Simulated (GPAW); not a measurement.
Runs of GPAW 26.7.0 on MnO. Symmetry: Fm-3m, No. 225, cubic system. The conventional cell has a = 4.448 Å, b = 4.448 Å, c = 4.448 Å, α = 90.00°, β = 90.00°, γ = 90.00°. Mn (site symmetry m-3m) has 6 O at 2.22 Å as nearest neighbours. O (site symmetry m-3m) is surrounded by 6 Mn at 2.22 Å. The cell is a database's computed one.

| level | gap on the mesh (eV) | pressure (GPa) | moment (μB) | relaxed volume (Å³/atom) |
| --- | --- | --- | --- | --- |
| PBEsol | none | -0.1 | (b) | 10.47 |
| PBEsol+D4 | none | -0.1 | (c) | (a) |
| PBEsol+D3(BJ) | none | -0.2 | 4.55 | 10.28 |
| PBEsol+D3(BJ)+ATM | none | 0.2 | 4.56 | 10.29 |
| PBEsol+D3 | none | 0.1 | 4.56 | 10.31 |

Alike in all rows: task relaxation of cell and atoms; potentials or basis PAW data sets generated in the run's folder for this functional, pw; spin collinear, ferromagnetic start; cell relaxed; k mesh 9 × 9 × 9; cutoff (eV) 800; smearing fermi-dirac 0.05 eV.

Question: Fill in the values left out.

Answer: (a) 10.44; (b) 4.60; (c) 4.59.

Caveats: each step starts from the last one's moments, so a moment once lost doesn't come back; later steps reuse the first step's grids; a cell with one magnetic atom can't hold antiferromagnetic order, which such compounds often take; semilocal functionals often make such compounds metallic where correlation or magnetic order opens a gap, which also shifts bond lengths; pairwise dispersion overbinds metals, which lowers pressure and volume (some runs).

A gap of «none» marks a metal or a gap under the smearing width.
